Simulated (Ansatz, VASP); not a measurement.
Pt in VASP and in Ansatz

```
Pt
1.0
     2.74292    0.00000    0.00000
    -1.37146    2.37544    0.00000
     0.00000    0.00000    9.97785
Pt
4
Direct
  0.33333 0.66667 0.11892
  0.66667 0.33333 0.61892
  0.33333 0.66667 0.38108
  0.66667 0.33333 0.88108
```

Alike in both runs: functional PBE; k mesh 21 × 21 × 6; occupations gaussian, width 0.1 eV; no spin polarisation.

Ansatz relaxed the structure, and its values are those at the end. VASP's run is a single point on that final structure, the one shown.

|  | VASP | Ansatz |
| --- | --- | --- |
| version | VASP 6.6.1 | Ansatz 0.2.0 |
| potentials or method | VASP PAW PBE potentials, release 64 (Pt) | scalar-relativistic, plane waves, PAW |
| plane-wave cutoff (eV) | 520 | 420 |
| valence electrons in the cell | 40 | 72 |

Ansatz gave:

```
gap on the k mesh at the Fermi level (eV) : none
pressure (GPa)                            : 0.0
rms of the force components (eV/Å)        : 0.001
```

Question: What did VASP give for the same quantities?

Answer: gap on the k mesh at the Fermi level (eV): none; pressure (GPa): -0.5; rms of the force components (eV/Å): 0.005.

A gap of «none» marks a metal or a gap that the smearing closes. The two sets of potentials don't hold the same shells in valence.

Spin-orbit coupling is left out, which matters for the levels of Pt.
